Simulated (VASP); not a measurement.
# SnTe (R3m) in VASP: notebook

Runs on SnTe. Level: PBE. Tasks: single point.

Program: VASP 6.6.1. These are calculated values, not measurements. Logs are shortened: lines on timing, memory, paths and dates and some standing lists are left out, and cuts for length are marked.

### Step 1. The cell of the first run

The structure is trigonal, space group R3m (No. 160). Conventional cell: a = 4.464 Å, b = 4.464 Å, c = 10.934 Å, α = 90.00°, β = 90.00°, γ = 120.00°. Sn (site symmetry 3m) has 6 Te at 2.96 to 3.39 Å as nearest neighbours. Te (site symmetry 3m) has 6 Sn at 2.96 to 3.39 Å as nearest neighbours.

Measurements of this composition are mostly on another form, of space group No. 225.

### Step 2. Single point, PBE (all Te atoms moved +0.375 Å, as atom 2 along Cartesian [1 1 1])

Contents of INCAR:

```
SYSTEM = SnTe
PREC = Accurate ; ENCUT = 520
EDIFF = 1E-6 ; ISMEAR = 0
SIGMA = 0.03 ; LREAL = .False.
LASPH = .True. ; NELM = 100
ALGO = Fast ; ISIF = 2
LWAVE = .False. ; LCHARG = .False.
GGA = PE ; NBANDS = 17
```

Contents of KPOINTS:

```
Automatic mesh
0
Gamma
  10 10 10
  0 0 0
```

Contents of POSCAR:

```
SnTe
1.0
    0.0000000000      3.1565000000      3.1565000000
    3.1565000000      0.0000000000      3.1565000000
    3.1565000000      3.1565000000      0.0000000000
Sn Te
1 1
Direct
    0.0000000000      0.0000000000      0.0000000000
    0.5342953193      0.5342953193      0.5342953193
```

Potentials or basis: VASP PAW PBE potentials, release 64 (Sn_d, Te).

Command:

```sh
$ cat potpaw_PBE.64/Sn_d/POTCAR potpaw_PBE.64/Te/POTCAR > POTCAR
$ mpirun -np 1 vasp_std > vasp.out
```

OUTCAR:

```text
SYSTEM = SnTe
   PREC = Accurate
   ENCUT = 520
   EDIFF = 1E-6
   ISMEAR = 0
   LREAL = .False.
   LASPH = .True.
   NELM = 100
   ISIF = 2
   GGA = PE

 ion  position               nearest neighbor table
   1  0.000  0.000  0.000-   2 2.96   2 2.96   2 2.96   2 3.39   2 3.39   2 3.39
   2  0.534  0.534  0.534-   1 2.96   1 2.96   1 2.96   1 3.39   1 3.39   1 3.39

  LATTYP: Found a face centered cubic cell.
 ALAT       =     6.3130000000

  Lattice vectors:

 A1 = (   0.0000000000,   3.1565000000,   3.1565000000)
 A2 = (   3.1565000000,   0.0000000000,   3.1565000000)
 A3 = (   3.1565000000,   3.1565000000,   0.0000000000)

Analysis of symmetry for initial positions (statically):
=====================================================================
 Subroutine PRICEL returns:
 Original cell was already a primitive cell.

 Routine SETGRP: Setting up the symmetry group for a
 face centered cubic supercell.

 Subroutine GETGRP returns: Found  6 space group operations
 (whereof  6 operations were pure point group operations)
 out of a pool of 48 trial point group operations.

The static configuration has the point symmetry C_3v.

Analysis of symmetry for dynamics (positions and initial velocities):
=====================================================================
 Subroutine PRICEL returns:
 Original cell was already a primitive cell.

 Routine SETGRP: Setting up the symmetry group for a
 face centered cubic supercell.

 Subroutine GETGRP returns: Found  6 space group operations
 (whereof  6 operations were pure point group operations)
 out of a pool of 48 trial point group operations.

The dynamic configuration has the point symmetry C_3v.

 Subroutine INISYM returns: Found  6 space group operations
 (whereof  6 operations are pure point group operations),
 and found     1 'primitive' translations

----------------------------------------------------------------------------------------

                                     Primitive cell

  volume of cell :      62.8995

  direct lattice vectors                    reciprocal lattice vectors
     0.000000000  3.156500000  3.156500000    -0.158403295  0.158403295  0.158403295
     3.156500000  0.000000000  3.156500000     0.158403295 -0.158403295  0.158403295
     3.156500000  3.156500000  0.000000000     0.158403295  0.158403295 -0.158403295

  length of vectors
     4.463965110  4.463965110  4.463965110     0.274362555  0.274362555  0.274362555

  position of ions in fractional coordinates (direct lattice)
     0.000000000  0.000000000  0.000000000
     0.534295319  0.534295319  0.534295319

  ion indices of the primitive-cell ions
   primitive index   ion index
                 1           1
                 2           2

----------------------------------------------------------------------------------------

 KPOINTS: Automatic mesh

Automatic generation of k-mesh.
 Grid dimensions read from file:
 generate k-points for:   10   10   10

 Generating k-lattice:

  Cartesian coordinates                     Fractional coordinates (reciprocal lattice)
    -0.015840329  0.015840329  0.015840329     0.100000000  0.000000000  0.000000000
     0.015840329 -0.015840329  0.015840329     0.000000000  0.100000000  0.000000000
     0.015840329  0.015840329 -0.015840329     0.000000000  0.000000000  0.100000000

  Length of vectors
     0.027436255  0.027436255  0.027436255

  Shift w.r.t. Gamma in fractional coordinates (k-lattice)
     0.000000000  0.000000000  0.000000000

 Subroutine IBZKPT returns following result:
 ===========================================

 Found    116 irreducible k-points:

 Following reciprocal coordinates:
            Coordinates               Weight
  0.000000  0.000000  0.000000      1.000000
  0.100000  0.000000  0.000000      6.000000
  0.100000  0.100000  0.100000      2.000000
  0.200000  0.000000  0.000000      6.000000
  0.200000  0.200000  0.200000      2.000000
  0.300000  0.000000  0.000000      6.000000
[... 16 lines left out ...]
  0.100000  0.100000 -0.400000      6.000000
  0.500000  0.400000  0.500000      6.000000
 [... further k-points ...]
   k-points           NKPTS =    116   k-points in BZ     NKDIM =    116   number of bands    NBANDS=     17
   number of dos      NEDOS =    301   number of ions     NIONS =      2
   total plane-waves  NPLWV =  46656
   dimension x,y,z NGX =    36 NGY =   36 NGZ =   36
   dimension x,y,z NGXF=    72 NGYF=   72 NGZF=   72
   ions per type =               1   1
   NGX,Y,Z   is equivalent  to a cutoff of  13.41, 13.41, 13.41 a.u.
   NGXF,Y,Z  is equivalent  to a cutoff of  26.81, 26.81, 26.81 a.u.
 SYSTEM =  SnTe
   PREC   = accura    normal or accurate (medium, high low for compatibility)
   ISTART =      0    job   : 0-new  1-cont  2-samecut
   ICHARG =      2    charge: 1-file 2-atom 10-const
   ISPIN  =      1    spin polarized calculation?
   LNONCOLLINEAR =      F non collinear calculations
   LSORBIT =      F    spin-orbit coupling
   LASPH  =      T    aspherical Exc in radial PAW
   ENCUT  =  520.0 eV  38.22 Ry    6.18 a.u.   8.30  8.30  8.30*2*pi/ulx,y,z
   NELM   =    100;   NELMIN=  2; NELMDL= -5     # of ELM steps
   EDIFF  = 0.1E-05   stopping-criterion for ELM
   LREAL  =      F    real-space projection
   EDIFFG = 0.1E-04   stopping-criterion for IOM
   NSW    =      0    number of steps for IOM
   IBRION =     -1    ionic relax: 0-MD 1-quasi-New 2-CG
   NFREE  =      0    steps in history (QN), initial steepest desc. (CG)
   ISIF   =      2    stress and relaxation
   ISYM   =      2    0-nonsym 1-usesym 2-fastsym
   POTIM  = 0.5000    time-step for ionic-motion
   TEBEG  =    0.0;   TEEND  =   0.0 temperature during run
   PSTRESS=    0.0 pullay stress
   NELECT =      20.0000    total number of electrons
   NUPDOWN=      -1.0000    fix difference up-down
   EMIN   =  10.00;   EMAX   =-10.00  energy-range for DOS
   EFERMI =   0.00;   METHOD = LEGACY
   ISMEAR =     0;   SIGMA  =   0.03  broadening in eV -4-tet -1-fermi 0-gaus
   EFERMI_NEDOS =   21; number of points for ismear=-14 and -15
   IALGO  =     68    algorithm
   IMIX   =      4    mixing-type and parameters
     AMIX     =   0.40;   BMIX     =  1.00
     AMIX_MAG =   1.60;   BMIX_MAG =  1.00
  volume/ion in A,a.u.               =      31.45       212.23
  Fermi-wavevector in a.u.,A,eV,Ry     =   1.117384  2.111549 16.987507  1.248547
  Thomas-Fermi vector in A             =   2.254006
   LORBIT       =      0    0 simple, 1 ext, 2 COOP (PROOUT), +10 PAW based schemes
   GGA     = PE    functional components
   LHFCALC =     F    Hartree Fock is set to
   AEXX    =    0.0000 exact exchange contribution
   IVDW    =     0    specifies the selected vdW correction
   LEPSILON=     F    determine dielectric tensor
   LRPA    =     F    only Hartree local field effects (RPA)
 non-spin polarized calculation
 RMM-DIIS sequential band-by-band and
 Gauss-broadening in eV      SIGMA  =   0.03
  energy-cutoff  :      520.00
  volume of cell :       62.90
 maximum number of plane-waves:      1717
 NGX is ok and might be reduce to    36
   NGX = 17   NGY = 17   NGZ = 17

 number of electron      19.9999999 magnetization

 Free energy of the ion-electron system (eV)
  ---------------------------------------------------
  ext. energy  EPLUGINS =         0.00000000
  ---------------------------------------------------
  free energy    TOTEN  =        -7.47178835 eV

  energy without entropy =       -7.47178835  energy(sigma->0) =       -7.47178835

 E-fermi :   6.9082     XC(G=0):  -9.4433

 val. band max:        6.7442031701   @ k =   0.5000   0.0000   0.0000
 cond. band min:       7.1148478670   @ k =   0.5000   0.0000   0.0000
 fundamental gap:      0.3706446968
 Fermi energy:         6.9081792039

 k-point     1 :       0.0000    0.0000    0.0000
  band No.  band energies     occupation
      1     -14.9236      2.00000
      2     -14.9236      2.00000
      3     -14.9100      2.00000
      4     -14.9100      2.00000
      5     -14.9070      2.00000
      6      -6.0133      2.00000
[... 9 lines left out ...]
     16      12.5524      0.00000
     17      13.8012      0.00000

 k-point     2 :       0.1000    0.0000    0.0000
  band No.  band energies     occupation
      1     -14.9243      2.00000
      2     -14.9235      2.00000
      3     -14.9099      2.00000
      4     -14.9098      2.00000
      5     -14.9064      2.00000
      6      -5.9288      2.00000
[... 9 lines left out ...]
     16      12.3729      0.00000
     17      14.2929      0.00000

 k-point     3 :       0.1000    0.1000    0.1000
  band No.  band energies     occupation
      1     -14.9242      2.00000
      2     -14.9242      2.00000
      3     -14.9093      2.00000
      4     -14.9093      2.00000
      5     -14.9069      2.00000
      6      -5.9357      2.00000
[... 9 lines left out ...]
     16      12.1367      0.00000
     17      14.5402      0.00000

 k-point     4 :       0.2000    0.0000    0.0000
  band No.  band energies     occupation
      1     -14.9261      2.00000
      2     -14.9234      2.00000
      3     -14.9093      2.00000
      4     -14.9093      2.00000
      5     -14.9046      2.00000
      6      -5.6848      2.00000
[... 9 lines left out ...]
     16      12.6145      0.00000
     17      15.7814      0.00000
[... 343 lines left out ...]
      1     -14.9309      2.00000
      2     -14.9248      2.00000
      3     -14.9082      2.00000
      4     -14.9062      2.00000
      5     -14.8997      2.00000
      6      -4.7215      2.00000
[... 9 lines left out ...]
     16      15.6235      0.00000
     17      16.0557      0.00000

 k-point    23 :       0.1000    0.1000   -0.4000
  band No.  band energies     occupation
      1     -14.9318      2.00000
      2     -14.9240      2.00000
      3     -14.9083      2.00000
      4     -14.9056      2.00000
      5     -14.9002      2.00000
      6      -4.7208      2.00000
[... 9 lines left out ...]
     16      15.5147      0.00000
     17      15.7762      0.00000

 k-point    24 :       0.5000    0.4000    0.5000
  band No.  band energies     occupation
      1     -14.9302      2.00000
      2     -14.9280      2.00000
      3     -14.9055      2.00000
      4     -14.9030      2.00000
      5     -14.9022      2.00000
      6      -4.8748      2.00000
[... 9 lines left out ...]
     16      15.7777      0.00000
     17      16.3901      0.00000

 [... further k-points ...]

------------------------ aborting loop because EDIFF is reached ----------------------------------------

  FORCE on cell =-STRESS in cart. coord.  units (eV):
  Direction    XX          YY          ZZ          XY          YZ          ZX
  --------------------------------------------------------------------------------------
  -------------------------------------------------------------------------------------
  Total        1.5137841      1.5137841      1.5137841      0.0614042      0.0614042      0.0614042
  in kB       38.5591239     38.5591239     38.5591239      1.5640892      1.5640892      1.5640892
  external PRESSURE =      38.5591239 kB  Pullay stress =       0.0000000 kB

 VOLUME and BASIS-vectors are now :
 -----------------------------------------------------------------------------
  energy-cutoff  :      520.00
  volume of cell :       62.90
      direct lattice vectors                 reciprocal lattice vectors
     0.000000000  3.156500000  3.156500000    -0.158403295  0.158403295  0.158403295
     3.156500000  0.000000000  3.156500000     0.158403295 -0.158403295  0.158403295
     3.156500000  3.156500000  0.000000000     0.158403295  0.158403295 -0.158403295

 POSITION                                       TOTAL-FORCE (eV/Angst)
 -----------------------------------------------------------------------------------
      0.00000      0.00000      0.00000         0.362313      0.362313      0.362313
      3.37301      3.37301      3.37301        -0.362313     -0.362313     -0.362313
 -----------------------------------------------------------------------------------
    total drift:                               -0.001244     -0.001244     -0.001244

  FREE ENERGIE OF THE ION-ELECTRON SYSTEM (eV)
  ---------------------------------------------------
  free  energy   TOTEN  =        -7.4717883540 eV

  energy  without entropy=       -7.4717883540  energy(sigma->0) =       -7.47178835
```

Run time: 61 s. Hardware: 1 thread of Intel Xeon 6975P-C (Granite Rapids), shared host; peak memory 0.29 GiB.

What came out:

| Property | Result |
| --- | --- |
| Free energy | -7.4718 eV |
| Pressure | 3.9 GPa |
| Largest force | 0.628 eV/Å |
| Band gap on the k mesh | 0.37 eV, direct |

Forces in eV/Å, atoms in the order of the input:
```
Sn   0.362  0.362  0.362
Te  -0.362 -0.362 -0.362
```

Stress tensor (GPa, compression positive):
```
3.86 0.16 0.16
0.16 3.86 0.16
0.16 0.16 3.86
```

Caveat: spin-orbit coupling is left out, which moves the levels of the heavy elements.

### Step 3. Single point, PBE (all Te atoms moved -0.500 Å, as atom 2 along Cartesian [1 1 1])

Contents of INCAR:

```
ALGO = Fast ; EDIFF = 1E-6
ENCUT = 520 ; GGA = PE
ISIF = 2 ; ISMEAR = 0
LASPH = True ; LCHARG = False
LREAL = False ; LWAVE = False
NBANDS = 17 ; NELM = 100
PREC = Accurate ; SIGMA = 0.03
```

Contents of KPOINTS:

```
k-points
0
Gamma
  10 10 10
```

Edit POSCAR of step 2 so:

```diff
@@ -9,2 +9,2 @@
     0.0000000000      0.0000000000      0.0000000000
-    0.5342953193      0.5342953193      0.5342953193
+    0.4542729076      0.4542729076      0.4542729076
```

Potentials or basis: VASP PAW PBE potentials, release 64 (Sn_d, Te).

Command:

```sh
$ cat potpaw_PBE.64/Sn_d/POTCAR potpaw_PBE.64/Te/POTCAR > POTCAR
$ mpirun -np 1 vasp_std > vasp.out
```

OUTCAR:

```text
EDIFF = 1E-6
   ENCUT = 520
   GGA = PE
   ISIF = 2
   ISMEAR = 0
   LASPH = True
   LREAL = False
   NELM = 100
   PREC = Accurate

 ion  position               nearest neighbor table
   1  0.000  0.000  0.000-   2 2.90   2 2.90   2 2.90   2 3.47   2 3.47   2 3.47
   2  0.454  0.454  0.454-   1 2.90   1 2.90   1 2.90   1 3.47   1 3.47   1 3.47

  LATTYP: Found a face centered cubic cell.
 ALAT       =     6.3130000000

  Lattice vectors:

 A1 = (   0.0000000000,   3.1565000000,   3.1565000000)
 A2 = (   3.1565000000,   0.0000000000,   3.1565000000)
 A3 = (   3.1565000000,   3.1565000000,   0.0000000000)

Analysis of symmetry for initial positions (statically):
=====================================================================
 Subroutine PRICEL returns:
 Original cell was already a primitive cell.

 Routine SETGRP: Setting up the symmetry group for a
 face centered cubic supercell.

 Subroutine GETGRP returns: Found  6 space group operations
 (whereof  6 operations were pure point group operations)
 out of a pool of 48 trial point group operations.

The static configuration has the point symmetry C_3v.

Analysis of symmetry for dynamics (positions and initial velocities):
=====================================================================
 Subroutine PRICEL returns:
 Original cell was already a primitive cell.

 Routine SETGRP: Setting up the symmetry group for a
 face centered cubic supercell.

 Subroutine GETGRP returns: Found  6 space group operations
 (whereof  6 operations were pure point group operations)
 out of a pool of 48 trial point group operations.

The dynamic configuration has the point symmetry C_3v.

 Subroutine INISYM returns: Found  6 space group operations
 (whereof  6 operations are pure point group operations),
 and found     1 'primitive' translations

----------------------------------------------------------------------------------------
[... 113 lines left out ...]
     AMIX_MAG =   1.60;   BMIX_MAG =  1.00
  volume/ion in A,a.u.               =      31.45       212.23
  Fermi-wavevector in a.u.,A,eV,Ry     =   1.117384  2.111549 16.987507  1.248547
  Thomas-Fermi vector in A             =   2.254006
   LORBIT       =      0    0 simple, 1 ext, 2 COOP (PROOUT), +10 PAW based schemes
   GGA     = PE    functional components
   LHFCALC =     F    Hartree Fock is set to
   AEXX    =    0.0000 exact exchange contribution
   IVDW    =     0    specifies the selected vdW correction
   LEPSILON=     F    determine dielectric tensor
   LRPA    =     F    only Hartree local field effects (RPA)
 non-spin polarized calculation
 RMM-DIIS sequential band-by-band and
 Gauss-broadening in eV      SIGMA  =   0.03
  energy-cutoff  :      520.00
  volume of cell :       62.90
 maximum number of plane-waves:      1717
 NGX is ok and might be reduce to    36
   NGX = 17   NGY = 17   NGZ = 17

 number of electron      19.9999999 magnetization

 Free energy of the ion-electron system (eV)
  ---------------------------------------------------
  ext. energy  EPLUGINS =         0.00000000
  ---------------------------------------------------
  free energy    TOTEN  =        -7.36452667 eV

  energy without entropy =       -7.36452667  energy(sigma->0) =       -7.36452667

 E-fermi :   6.8637     XC(G=0):  -9.4274

 val. band max:        6.6893560680   @ k =   0.5000   0.0000   0.0000
 cond. band min:       7.1586237003   @ k =   0.5000   0.0000   0.0000
 fundamental gap:      0.4692676323
 Fermi energy:         6.8636764604

 k-point     1 :       0.0000    0.0000    0.0000
  band No.  band energies     occupation
      1     -14.9043      2.00000
      2     -14.9043      2.00000
      3     -14.8829      2.00000
      4     -14.8829      2.00000
      5     -14.8795      2.00000
      6      -6.1103      2.00000
[... 457 lines left out ...]
      4     -14.8759      2.00000
      5     -14.8751      2.00000
      6      -5.0545      2.00000
[... 9 lines left out ...]
     16      15.8071      0.00000
     17      16.5855      0.00000

 [... further k-points ...]

------------------------ aborting loop because EDIFF is reached ----------------------------------------

  FORCE on cell =-STRESS in cart. coord.  units (eV):
  Direction    XX          YY          ZZ          XY          YZ          ZX
  --------------------------------------------------------------------------------------
  -------------------------------------------------------------------------------------
  Total        2.0658954      2.0658954      2.0658954     -0.0359171     -0.0359171     -0.0359171
  in kB       52.6225072     52.6225072     52.6225072     -0.9148818     -0.9148818     -0.9148818
  external PRESSURE =      52.6225072 kB  Pullay stress =       0.0000000 kB

 VOLUME and BASIS-vectors are now :
 -----------------------------------------------------------------------------
  energy-cutoff  :      520.00
  volume of cell :       62.90
      direct lattice vectors                 reciprocal lattice vectors
     0.000000000  3.156500000  3.156500000    -0.158403295  0.158403295  0.158403295
     3.156500000  0.000000000  3.156500000     0.158403295 -0.158403295  0.158403295
     3.156500000  3.156500000  0.000000000     0.158403295  0.158403295 -0.158403295

 POSITION                                       TOTAL-FORCE (eV/Angst)
 -----------------------------------------------------------------------------------
      0.00000      0.00000      0.00000        -0.635162     -0.635162     -0.635162
      2.86782      2.86782      2.86782         0.635162      0.635162      0.635162
 -----------------------------------------------------------------------------------
    total drift:                                0.000703      0.000703      0.000703

  FREE ENERGIE OF THE ION-ELECTRON SYSTEM (eV)
  ---------------------------------------------------
  free  energy   TOTEN  =        -7.3645266728 eV

  energy  without entropy=       -7.3645266728  energy(sigma->0) =       -7.36452667
```

stdout:

```text
POSCAR found type information on POSCAR SnTe
 POSCAR found :  2 types and       2 ions
 scaLAPACK will be used
 LDA part: xc-table for (Slater+PW92), standard interpolation
 POSCAR, INCAR and KPOINTS ok, starting setup
 FFT: planning ... GRIDC
 FFT: planning ... GRID_SOFT
 FFT: planning ... GRID
 WAVECAR not read
 entering main loop
WARNING in EDDRMM: call to ZHEGV failed, returncode =   8  4     15
```

Wall time 65 s (1 thread of Intel Xeon 6975P-C (Granite Rapids), shared host); peak memory 0.29 GiB.

Results:

```yaml
Free_energy: -7.3645 eV
Pressure: 5.3 GPa
Largest_force: 1.100 eV/Å
Band_gap_on_the_k_mesh: 0.47 eV, direct
```

Forces on the atoms (eV/Å):
```
Sn  -0.635 -0.635 -0.635
Te   0.635  0.635  0.635
```

Caveat: spin-orbit coupling is left out, which moves the levels of the heavy elements; forces of over 1 eV/Å show positions far from the minimum, so gaps and moduli don't describe the material at rest.
